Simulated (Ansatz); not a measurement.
Sb (bcc): energy against volume

All numbers below come from DFT, revPBE, plane waves (420 eV) with PAW, scalar-relativistic (Ansatz). (PAW data from PBE, frozen cores regenerated.)

The cell is scaled uniformly from the relaxed one, with fractional coordinates and shape fixed. Energies are extrapolated to zero smearing, pressures are those at the given smearing. Magnetic state: spin not included.

A Birch-Murnaghan fit gives V₀ = 27.62 Å³/atom, B₀ = 55 GPa, B₀′ = 4.4.

Question: What are the energy above the minimum and the pressure at 28.799 Å³/atom?

Answer: 7.9 meV/atom and -2.05 GPa as computed.

Question: What are the energy above the minimum and the pressure at 29.906 Å³/atom?

Answer: 28.1 meV/atom and -3.64 GPa as computed.

Question: What are the energy above the minimum and the pressure at 31.014 Å³/atom?

Answer: 58.1 meV/atom and -4.91 GPa as computed.
